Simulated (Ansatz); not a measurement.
This script drives Ansatz 0.2.0, Python API.

`be2c.py`
```python
"""Cell of Be2C under pressure."""

import ansatz as az
import numpy as np

def edges_and_angles(cell):
    cell = np.asarray(cell)
    a, b, c = np.linalg.norm(cell, axis=1)
    cosines = cell[1] @ cell[2] / (b * c), cell[0] @ cell[2] / (a * c), cell[0] @ cell[1] / (a * b)
    return (a, b, c, *np.degrees(np.arccos(cosines)))


def main() -> None:
    vectors = np.array([
        [0.0, 2.165, 2.165],
        [2.165, 0.0, 2.165],
        [2.165, 2.165, 0.0],
    ])
    xtal = (
        az.Lattice.of(vectors)
        .atom("Be", [0.25, 0.25, 0.25])
        .atom("Be", [0.75, 0.75, 0.75])
        .atom("C", [0.0, 0.0, 0.0])
    )

    calc = (
        xtal.calculation()
        .functional("r2SCAN")
        .basis(530)
        .kpoints(8, 8, 8)
        .occupations("Fixed")
    )

    # H = F + PV, with 1 GPa A^3 = 1/160.21766 eV
    rows = []
    for pressure in [0, 5, 10, 20]:
        result = calc.relax(cell=True, pressure=pressure, force_tolerance=0.01).run()
        cell = result.lattice.cell_ang
        n_atoms = len(result.lattice.sites)
        volume = abs(np.linalg.det(cell)) / n_atoms
        enthalpy = result.report["free_energy_ev"] / n_atoms + pressure * volume / 160.21766
        rows.append((pressure, volume, enthalpy, *edges_and_angles(cell)))
        print(f"{pressure} GPa done: {volume:.4f} A^3/atom")

    print(" P (GPa)  V (A^3/atom)  H (eV/atom)     a       b       c")
    for row in rows:
        print("{:8.1f} {:12.4f} {:14.5f} {:7.4f} {:7.4f} {:7.4f}".format(*row[:6]))
    p, v = np.array([row[0] for row in rows], float), np.array([row[1] for row in rows])
    print("mean bulk modulus between rows (GPa):", np.round(-np.diff(p) / np.diff(np.log(v)), 1))


if __name__ == "__main__":
    main()
```

It is started by `python be2c.py`. How long does it take on 1 thread of Arm Neoverse N1 (shared host), and how much memory does it need?

It took about 35 s, with a peak of 0.41 GiB, for 4 runs of the engine.

```console
$ python be2c.py
0 GPa done: 6.7227 A^3/atom
5 GPa done: 6.5686 A^3/atom
10 GPa done: 6.4290 A^3/atom
20 GPa done: 6.1834 A^3/atom
 P (GPa)  V (A^3/atom)  H (eV/atom)     a       b       c
     0.0       6.7227     -146.40268  3.0553  3.0553  3.0553
     5.0       6.5686     -146.19533  3.0318  3.0318  3.0318
    10.0       6.4290     -145.99255  3.0102  3.0102  3.0102
    20.0       6.1834     -145.59916  2.9714  2.9714  2.9714
mean bulk modulus between rows (GPa): [215.7 232.7 256.8]
```

The volume falls from 6.72 Å³ an atom at 0 GPa to 6.18 at 20 GPa, by 8.0 %. Between 0 and 5 GPa, -V dP/dV is about 216 GPa, a mean over that step.

Total energies depend on the potentials; only differences at equal settings carry meaning. At a fixed pressure a relaxation lowers the enthalpy F + PV, while F alone can rise. The structure is a deposited one; some such entries were measured under pressure or heat, so a shift against it needn't be the functional's error alone. Symmetry holds the cell in this phase, whether or not it is the stable one at each pressure.
